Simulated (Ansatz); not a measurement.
Reaction (substitution at a C–C bond): `FCC(F)(F)C(F)(F)F` + H–F → `FCC(F)(F)F` + `FC(F)F`

Isolated molecules relaxed with PBE0-D4/def2-TZVP in Ansatz; ΔE leaves out vibrations. CCSD(T)/CBS adds triple-zeta CCSD(T) − MP2 to the extrapolated MP2 energy (def2 sets, frozen cores). This one scheme is used for every species. Functionals use def2-TZVPP. HSE06 is defined as in plane-wave codes. Each species was taken in one conformer, which may not be the lowest.

| level | ΔE (kcal/mol) | difference from CCSD(T)/CBS |
| --- | --- | --- |
| ωB97X-V | -5.6 | -2.6 |
| HSE06 | -6.9 | -3.9 |
| LC-ωPBE | -6.5 | -3.5 |
| HF/def2-SVP | -13.6 | -10.6 |
| HF/def2-TZVPP | -11.1 | -8.1 |
| MP2/def2-TZVPP | -3.8 | -0.8 |
| CCSD/def2-TZVPP | -5.1 | -2.1 |
| HF/def2-QZVPP | -11.1 | -8.1 |
| HF/CBS(def2) | -11.1 | -8.1 |
| CCSD/CBS(def2) | -3.7 | -0.7 |
| CCSD(T)/CBS | -3.0 | 0 |

Largest T1 diagnostic among the species: 0.012.

Leaving LDA and LC-ωPBE aside and taking each functional with its dispersion term where it has one, the values, not all of them listed here, spread over 2.1 kcal/mol, from B2PLYP to revPBE-D4. LDA lies +2.4 kcal/mol from PBE without D4. The D4 term adds +2.3 kcal/mol with B3LYP and +1.3 kcal/mol with PBE0; it sums over pairs of atoms, weighted by their polarisabilities, and B3LYP, whose exchange is more repulsive, gets the larger term.

B3LYP here is the variant with VWN-RPA as its local correlation; programs differ in this.

CCSD(T)/CBS has its own doubt, a few kJ/mol and more with outer-core shells, so smaller differences from it don't rank the levels.
